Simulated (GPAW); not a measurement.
# Hf (P6_3/mmc) in GPAW: reference runs

How does Hf come out in PBEsol? The cell is run as given and disturbed.

Program: GPAW 26.7.0. These are calculated values, not measurements. Logs are shortened: lines on timing, memory, paths and dates and some standing lists are left out, and cuts for length are marked. The log counts tension as positive stress, the text compression.

## 1. Starting point

It takes space group P6_3/mmc (No. 194, hexagonal). Conventional cell: a = 3.197 Å, b = 3.197 Å, c = 5.058 Å, α = 90.00°, β = 90.00°, γ = 120.00°. Hf (site symmetry -6m2) is surrounded by 12 Hf at 3.13 to 3.20 Å.

## 2. Single point, PBEsol

Input file run.py:

```python
from ase import Atoms
from ase.dft.bandgap import bandgap
from ase.io import write
from ase.units import GPa
from gpaw import GPAW, PW, setup_paths

setup_paths.insert(0, '.')

atoms = Atoms(['Hf', 'Hf'],
              cell=[[3.1967, 0.0, 0.0],
                    [-1.59835, 2.7684234083, 0.0],
                    [0.0, 0.0, 5.0578]],
              scaled_positions=[[0.6666666667, 0.3333333333, 0.75],
                                [0.3333333333, 0.6666666667, 0.25]],
              pbc=True)

calc = GPAW(mode=PW(600),
            xc='PBEsol',
            kpts={'size': (10, 10, 5), 'gamma': True},
            occupations={'name': 'fermi-dirac', 'width': 0.05},
            nbands=24,
            convergence={'density': 1e-05, 'energy': 1e-05},
            maxiter=150,
            txt='gpaw.txt')
atoms.calc = calc
energy = atoms.get_potential_energy()
forces = atoms.get_forces()
stress = atoms.get_stress()
calc.write('gs.gpw')
write('result.traj', atoms)
print(f'Energy: {energy:.6f} eV')
print('Forces (eV/A):')
print(forces.round(4))
print('Stress (GPa):', (stress / GPa).round(3))
print('Fermi level:', round(calc.get_fermi_level(), 4), 'eV')
print(f'Gap: {bandgap(calc)[0]:.4f} eV, direct: {bandgap(calc, direct=True)[0]:.4f} eV')
```

Potentials or basis: PAW data sets generated in the run's folder for this functional, pw.

Launch:

```sh
$ gpaw-setup -f PBEsol Hf
$ OMP_NUM_THREADS=1 python run.py
```

gpaw.txt:

```text
__  _  _
 | _ |_)|_||  |
 |__||  | ||/\| - 26.7.0

Input parameters:
  mode=PW(ecut=600.0),
  convergence={'density': 1e-05, 'energy': 1e-05},
  kpts=MonkhorstPack(size=(10, 10, 5), gamma=True),
  maxiter=150,
  nbands=24,
  occupations=Occupations(name='fermi-dirac', width=0.05),
  xc=XC(name='PBEsol')

Diagonalizing LCAO Hamiltonian
Converting LCAO to pw mode

           Hf

        Hf

Atoms  # Å, Bohr magnetons
|   | symbol |         x |        y |        z |    initial magnetic moments |
|---|--------|-----------|----------|----------|-----------------------------|
| 0 |     Hf |  1.598350 | 0.922808 | 3.793350 | ( 0.0000,  0.0000,  0.0000) |
| 1 |     Hf | -0.000000 | 1.845616 | 1.264450 | ( 0.0000,  0.0000,  0.0000) |

Unit cell  # Å
| periodic |         x |        y |        z |  lengths |     angles |
|----------|-----------|----------|----------|----------|------------|
|      yes |  3.196700 | 0.000000 | 0.000000 | 3.196700 |  90.000000 |
|      yes | -1.598350 | 2.768423 | 0.000000 | 3.196700 |  90.000000 |
|      yes |  0.000000 | 0.000000 | 5.057800 | 5.057800 | 120.000000 |

Number of symmetries: 12
Symmetry operations  # r_c * U_cc + t_c -> r_c
|    | kind |            matrix            |
|----|------|------------------------------|
|  0 |  σ   |  1, 1, 0,  0,-1, 0,  0, 0, 1 |
|  1 |  S6  |  1, 1, 0, -1, 0, 0,  0, 0,-1 |
|  2 |  E   |  1, 0, 0,  0, 1, 0,  0, 0, 1 |
|  3 |  C2  |  1, 0, 0, -1,-1, 0,  0, 0,-1 |
|  4 |  C2  |  0, 1, 0,  1, 0, 0,  0, 0,-1 |
|  5 |  C3  |  0, 1, 0, -1,-1, 0,  0, 0, 1 |
|  6 |  S6  |  0,-1, 0,  1, 1, 0,  0, 0,-1 |
|  7 |  σ   |  0,-1, 0, -1, 0, 0,  0, 0, 1 |
|  8 |  σ   | -1, 0, 0,  1, 1, 0,  0, 0, 1 |
|  9 |  i   | -1, 0, 0,  0,-1, 0,  0, 0,-1 |
| 10 |  C3  | -1,-1, 0,  1, 0, 0,  0, 0, 1 |
| 11 |  C2  | -1,-1, 0,  0, 1, 0,  0, 0,-1 |

BZ-sampling:
  Number of BZ points: 500
  Number of IBZ points: 58

  Monkhorst-Pack size: [10, 10, 5]
  Monkhorst-Pack shift: [0.05, 0.05, 0.0]

K-points  # in reciprocal-cell coordinates
|     |                                coordinates |     weight |
|-----|--------------------------------------------|------------|
|   0 | (  0.00000000,   0.00000000,   0.00000000) | 0.00200000 |
|   1 | (  0.00000000,   0.00000000,   0.20000000) | 0.00400000 |
|   2 | (  0.00000000,   0.00000000,   0.40000000) | 0.00400000 |
|   3 | (  0.10000000,   0.00000000,  -0.40000000) | 0.01200000 |
|   4 | (  0.10000000,   0.00000000,  -0.20000000) | 0.01200000 |
|   5 | (  0.10000000,   0.00000000,   0.00000000) | 0.01200000 |
|   6 | (  0.10000000,   0.00000000,   0.20000000) | 0.01200000 |
|   7 | (  0.10000000,   0.00000000,   0.40000000) | 0.01200000 |
|   8 | (  0.20000000,  -0.10000000,   0.00000000) | 0.01200000 |
|   9 | (  0.20000000,  -0.10000000,   0.20000000) | 0.02400000 |
| ... |                                            |            |
|  57 | (  0.50000000,   0.50000000,   0.40000000) | 0.01200000 |

Plane wave coefficients: 1518
Cutoff: 600.0 eV

Spin-components: 1 (collinear spins)
Bands:           24
Projectors:      12
Spin-degeneracy: 2
Datatype:        complex128

Parallelization:
  kpt:    1
  domain: 1
  band:   1

Density:
  Valence electrons: 24.0
  Components: 1
  Grid points: [20 20 30]
  Charge: 0.0  # |e|

Potential:
  Grid points: [20 20 30]

species:
  Hf:
    name:    Hafnium
    Z:       72.0
    valence: 12
    core:    60
    charge:  0.0  # [|e|]
    compensation charges:
      type: gauss
      rc: 0.41  # [Å]
      lmax: 2
    cutoffs:
      filter: 2.36  # [Å]
      core: 4.02  # [Å]
    projectors
    | kind |    occ | energy [eV] | rcut [Å] |
    |------|--------|-------------|----------|
    |   5s |  2.000 |     -66.855 |    1.397 |
    |   6s |  2.000 |      -5.120 |    1.397 |
    |   5p |  6.000 |     -35.615 |    1.307 |
    |   6p |  0.000 |      -1.375 |    1.307 |
    |   5d |  2.000 |      -2.724 |    1.334 |
    |    d |        |      24.487 |    1.334 |

    Using partial waves for Hf as LCAO basis

Reference energy: -819524.750635  # eV

eigensolver:
  PPCG
  Converge bands: occupied
  niter=2

density mixing:
  MSR1-Mixer
  Pratt-step length: 0.05
  Maximum mixing coefficient: 0.75
  Old densities: 10
  SVD Regularization: 0.005
  Good broyden scale: 1.0
  Trust region scale: 1.0
  Backstep threshold: 4.0
  History deletion threshold: 6.0
  Fourier metric: weight=20.0, sigma=0.015

occupation numbers:
  Fermi-Dirac:
    width: 0.0500  # eV

poisson solver:
  ecut: 4800.0  # eV

xc functional:
  name: PBEsol with 2 nearest neighbor stencil

convergence criteria:
- Maximum integral of absolute [dens]ity change: 1e-05 electrons / valence electron
- Maximum [total energy] change in last 3 cyles: 1e-05 eV / valence electron
- Maximum integral of absolute [eigenst]ate change: 4e-08 eV^2 / valence electron
maximum number of iterations: 150

SCF iterations
|iter     | |      energy | eigst |  dens |
|---------|-|-------------|-------|-------|
|iter:   1| |  -16.384833 | -0.17 |       |
|iter:   2| |  -16.346244 | -2.77 | -1.27 |
|iter:   3| |  -16.136429 | -1.65 | -1.30 |
|iter:   4| |  -16.141794 | -3.04 | -1.93 |
|iter:   5| |  -16.143409 | -4.39 | -2.39 |
|iter:   6| |  -16.143423 | -6.10 | -3.50 |
|iter:   7| |  -16.143424c| -7.63c| -4.08 |
|iter:   8| |  -16.143424c| -7.79c| -4.87 |
|iter:   9| |  -16.143424c| -8.71c| -5.97c|

Converged in 9 steps
Energy contributions relative to reference atoms: (reference = -819524.750635)

Energy contributions:
  Kinetic:           9.377549
  Coulomb:          -9.204693
  Zero:             -0.994993
  External:          0.000000
  Xc:              -15.315756
  Entropy:          -0.011061
  Spinorbit:         0.000000
  ----------------------------
  Free energy:     -16.148955
  Extrapolated:    -16.143424

dipole moment: (-0.000013, -0.000023, -0.000042)  # |e|*Ang

Fermi level: 9.793
Eigenvalues  # (at kpt = [0.000, 0.000, 0.000])
| band index |      eig [eV] | occ [0-2] |
|------------|---------------|-----------|
|          0 |       -51.936 |     2.000 |
|        ... |               |           |
|          2 |       -21.263 |     2.000 |
|          3 |       -20.520 |     2.000 |
|          4 |       -20.520 |     2.000 |
|          5 |       -20.398 |     2.000 |
|          6 |       -20.392 |     2.000 |
|          7 |       -20.392 |     2.000 |
[... 8 lines left out ...]
|         16 |        12.420 |     0.000 |
|         17 |        12.420 |     0.000 |
|        ... |               |           |
|         23 |        27.434 |     0.000 |

No gap
No difference between direct/indirect transitions

Forces  # eV/Ang
|        x |       y |        z |
|----------|---------|----------|
| -0.00000 | 0.00000 |  0.00000 |  # Hf   0
|  0.00000 | 0.00000 | -0.00000 |  # Hf   1

Stress tensor  # eV/Ang^3
|         x |         y |        z |
|-----------|-----------|----------|
|  0.020970 | -0.000000 | 0.000000 |
| -0.000000 |  0.020970 | 0.000000 |
|  0.000000 |  0.000000 | 0.024241 |

# Writing to gs.gpw (mode='')
```

Run time: 28 s. Hardware: 1 thread of Intel Xeon Platinum 8375C at 2.90GHz (Ice Lake), shared host; peak memory 0.19 GiB.

Results:

```
Free energy            : -16.1490 eV
Pressure               : -3.5 GPa
Band gap on the k mesh : none (metal or under the smearing width)
```

Stress tensor (GPa, compression positive):
```
-3.36  0.00  0.00
 0.00 -3.36  0.00
 0.00  0.00 -3.88
```

The run has no spin-orbit coupling, so splittings on Hf are missing.

## 3. Single point, PBEsol (atoms moved at random, drawn with an rms of 0.05 Å)

Changes to run.py since step 2:

```diff
@@ -12,4 +12,4 @@
                     [0.0, 0.0, 5.0578]],
-              scaled_positions=[[0.6666666667, 0.3333333333, 0.75],
-                                [0.3333333333, 0.6666666667, 0.25]],
+              scaled_positions=[[0.670799, 0.3463, 0.754506],
+                                [0.325654, 0.67287, 0.246675]],
               pbc=True)
```

Potentials or basis: PAW data sets generated in the run's folder for this functional, pw.

Launch:

```sh
$ gpaw-setup -f PBEsol Hf
$ OMP_NUM_THREADS=1 python run.py
```

gpaw.txt:

```text
__  _  _
 | _ |_)|_||  |
 |__||  | ||/\| - 26.7.0

Input parameters:
  mode=PW(ecut=600.0),
  convergence={'density': 1e-05, 'energy': 1e-05},
  kpts=MonkhorstPack(size=(10, 10, 5), gamma=True),
  maxiter=150,
  nbands=24,
  occupations=Occupations(name='fermi-dirac', width=0.05),
  xc=XC(name='PBEsol')

Diagonalizing LCAO Hamiltonian
Converting LCAO to pw mode

           Hf

        Hf

Atoms  # Å, Bohr magnetons
|   | symbol |         x |        y |        z |    initial magnetic moments |
|---|--------|-----------|----------|----------|-----------------------------|
| 0 |     Hf |  1.590835 | 0.958705 | 3.816140 | ( 0.0000,  0.0000,  0.0000) |
| 1 |     Hf | -0.034464 | 1.862789 | 1.247633 | ( 0.0000,  0.0000,  0.0000) |

Unit cell  # Å
| periodic |         x |        y |        z |  lengths |     angles |
|----------|-----------|----------|----------|----------|------------|
|      yes |  3.196700 | 0.000000 | 0.000000 | 3.196700 |  90.000000 |
|      yes | -1.598350 | 2.768423 | 0.000000 | 3.196700 |  90.000000 |
|      yes |  0.000000 | 0.000000 | 5.057800 | 5.057800 | 120.000000 |

Number of symmetries: 1
Symmetry operations  # r_c * U_cc + t_c -> r_c
|   | kind |            matrix            |
|---|------|------------------------------|
| 0 |  E   |  1, 0, 0,  0, 1, 0,  0, 0, 1 |

BZ-sampling:
  Number of BZ points: 500
  Number of IBZ points: 252

  Monkhorst-Pack size: [10, 10, 5]
  Monkhorst-Pack shift: [0.05, 0.05, 0.0]

K-points  # in reciprocal-cell coordinates
|     |                                coordinates |     weight |
|-----|--------------------------------------------|------------|
|   0 | (  0.00000000,   0.00000000,   0.00000000) | 0.00200000 |
|   1 | (  0.00000000,   0.00000000,   0.20000000) | 0.00400000 |
|   2 | (  0.00000000,   0.00000000,   0.40000000) | 0.00400000 |
|   3 | (  0.00000000,   0.10000000,  -0.40000000) | 0.00400000 |
|   4 | (  0.00000000,   0.10000000,  -0.20000000) | 0.00400000 |
|   5 | (  0.00000000,   0.10000000,   0.00000000) | 0.00400000 |
|   6 | (  0.00000000,   0.10000000,   0.20000000) | 0.00400000 |
|   7 | (  0.00000000,   0.10000000,   0.40000000) | 0.00400000 |
|   8 | (  0.00000000,   0.20000000,  -0.40000000) | 0.00400000 |
|   9 | (  0.00000000,   0.20000000,  -0.20000000) | 0.00400000 |
| ... |                                            |            |
| 251 | (  0.50000000,   0.50000000,   0.40000000) | 0.00400000 |

Plane wave coefficients: 1518
Cutoff: 600.0 eV

Spin-components: 1 (collinear spins)
Bands:           24
Projectors:      12
Spin-degeneracy: 2
Datatype:        complex128

Parallelization:
  kpt:    1
  domain: 1
  band:   1

Density:
  Valence electrons: 24.0
  Components: 1
  Grid points: [20 20 30]
  Charge: 0.0  # |e|

Potential:
  Grid points: [20 20 30]

species:
  Hf:
    name:    Hafnium
    Z:       72.0
    valence: 12
    core:    60
    charge:  0.0  # [|e|]
    compensation charges:
      type: gauss
      rc: 0.41  # [Å]
      lmax: 2
    cutoffs:
      filter: 2.36  # [Å]
      core: 4.02  # [Å]
    projectors
    | kind |    occ | energy [eV] | rcut [Å] |
    |------|--------|-------------|----------|
    |   5s |  2.000 |     -66.855 |    1.397 |
    |   6s |  2.000 |      -5.120 |    1.397 |
    |   5p |  6.000 |     -35.615 |    1.307 |
    |   6p |  0.000 |      -1.375 |    1.307 |
    |   5d |  2.000 |      -2.724 |    1.334 |
    |    d |        |      24.487 |    1.334 |

    Using partial waves for Hf as LCAO basis

Reference energy: -819524.750635  # eV

eigensolver:
  PPCG
  Converge bands: occupied
  niter=2

density mixing:
  MSR1-Mixer
  Pratt-step length: 0.05
  Maximum mixing coefficient: 0.75
  Old densities: 10
  SVD Regularization: 0.005
  Good broyden scale: 1.0
  Trust region scale: 1.0
  Backstep threshold: 4.0
  History deletion threshold: 6.0
  Fourier metric: weight=20.0, sigma=0.015

occupation numbers:
  Fermi-Dirac:
    width: 0.0500  # eV

poisson solver:
  ecut: 4800.0  # eV

xc functional:
  name: PBEsol with 2 nearest neighbor stencil

convergence criteria:
- Maximum integral of absolute [dens]ity change: 1e-05 electrons / valence electron
- Maximum [total energy] change in last 3 cyles: 1e-05 eV / valence electron
- Maximum integral of absolute [eigenst]ate change: 4e-08 eV^2 / valence electron
maximum number of iterations: 150

SCF iterations
|iter     | |      energy | eigst |  dens |
|---------|-|-------------|-------|-------|
|iter:   1| |  -16.383305 | -0.17 |       |
|iter:   2| |  -16.343743 | -2.85 | -1.27 |
|iter:   3| |  -16.132840 | -1.64 | -1.30 |
|iter:   4| |  -16.138091 | -2.99 | -1.94 |
|iter:   5| |  -16.139944 | -3.82 | -2.39 |
|iter:   6| |  -16.139581 | -4.44 | -2.80 |
|iter:   7| |  -16.139588 | -6.36 | -3.62 |
|iter:   8| |  -16.139588c| -7.56c| -4.12 |
|iter:   9| |  -16.139588c| -8.05c| -4.90 |
|iter:  10| |  -16.139588c| -8.47c| -4.88 |
|iter:  11| |  -16.139588c| -9.40c| -5.91c|

Converged in 11 steps
Energy contributions relative to reference atoms: (reference = -819524.750635)

Energy contributions:
  Kinetic:           9.468126
  Coulomb:          -9.277343
  Zero:             -0.995035
  External:          0.000000
  Xc:              -15.329715
  Entropy:          -0.011243
  Spinorbit:         0.000000
  ----------------------------
  Free energy:     -16.145210
  Extrapolated:    -16.139588

dipole moment: (-0.215022, 0.269130, 0.026472)  # |e|*Ang

Fermi level: 9.794
Eigenvalues  # (at kpt = [0.000, 0.000, 0.000])
| band index |      eig [eV] | occ [0-2] |
|------------|---------------|-----------|
|          0 |       -51.937 |     2.000 |
|        ... |               |           |
|          2 |       -21.265 |     2.000 |
|          3 |       -20.526 |     2.000 |
|          4 |       -20.515 |     2.000 |
|          5 |       -20.396 |     2.000 |
|          6 |       -20.396 |     2.000 |
|          7 |       -20.388 |     2.000 |
[... 8 lines left out ...]
|         16 |        12.356 |     0.000 |
|         17 |        12.514 |     0.000 |
|        ... |               |           |
|         23 |        24.545 |     0.000 |

No gap
No difference between direct/indirect transitions

Forces  # eV/Ang
|        x |        y |        z |
|----------|----------|----------|
| -0.06143 | -0.04232 | -0.13043 |  # Hf   0
|  0.06143 |  0.04232 |  0.13043 |  # Hf   1

Stress tensor  # eV/Ang^3
|         x |         y |         z |
|-----------|-----------|-----------|
|  0.019835 | -0.001487 | -0.000318 |
| -0.001487 |  0.021882 | -0.000217 |
| -0.000318 | -0.000217 |  0.023215 |

# Writing to gs.gpw (mode='')
```

stdout:

```text
Energy: -16.139588 eV
Forces (eV/A):
[[-0.0614 -0.0423 -0.1304]
 [ 0.0614  0.0423  0.1304]]
Stress (GPa): [ 3.178  3.506  3.719 -0.035 -0.051 -0.238]
Fermi level: 9.7938 eV
Gap: 0.0000 eV, direct: 0.0000 eV
```

It took 1.9 min on 1 thread of Intel Xeon Platinum 8375C at 2.90GHz (Ice Lake), shared host; peak memory 0.35 GiB.

Results:

- Free energy: -16.1452 eV
- Pressure: -3.5 GPa
- Largest force: 0.150 eV/Å
- Band gap on the k mesh: none (metal or under the smearing width)

Forces in eV/Å, atoms in the order of the input:
```
Hf  -0.061 -0.042 -0.130
Hf   0.061  0.042  0.130
```

[end of part 1 of 2]
